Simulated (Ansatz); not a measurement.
Level of theory: DFT, PBE, scalar-relativistic, no spin polarisation; plane waves to 420 eV with PAW datasets (Ansatz 0.2.0), Γ-centred 6×6×6 mesh, 0.05 eV Gaussian smearing; PAW files: Ansatz's generated set soft_2.

The calculation on CsXCl3, where X is one element, gave:

```
Space group                                           : Pm-3m (No. 221)
Conventional cell                                     : a = 5.736 Å, b = 5.736 Å, c = 5.736 Å, α = 90.00°, β = 90.00°, γ = 90.00°
Volume                                                : 37.74 Å³/atom
Band gap                                              : 2.21 eV
Smallest direct gap                                   : 2.21 eV
Bader charges                                         : Cs 0.90; X 1.27; Cl -0.72 e
Formation energy from the elements (0 K, uncorrected) : -1.57 eV/atom
Bulk modulus (Birch–Murnaghan)                        : 22 GPa
Pressure derivative B0′                               : 4.7
Shear modulus (Hill)                                  : 9.3 GPa
Young's modulus                                       : 24 GPa
Poisson's ratio                                       : 0.31
Elastically stable                                    : yes
```

Sites: Cs on 1a, X on 1b, Cl on 3c.

**Question.** Which element is X?
A. Tl
B. Bi
C. Pb
D. Hg

**Answer.** C. X is Pb, so the compound is CsPbCl3.

The start was a prototype's sites filled with these elements; the Crystallography Open Database holds the compound in this structure. The ideal cubic cell shuts out tilts of the octahedra, which such structures often take.

Kohn–Sham gaps of semilocal functionals lie under measured ones, often by a third or more. Spin–orbit coupling, which matters for such heavy elements, is left out. The relaxed cell is 7 % larger in volume than the cell of this structure in the Crystallography Open Database (35.22 Å³/atom, 1981).
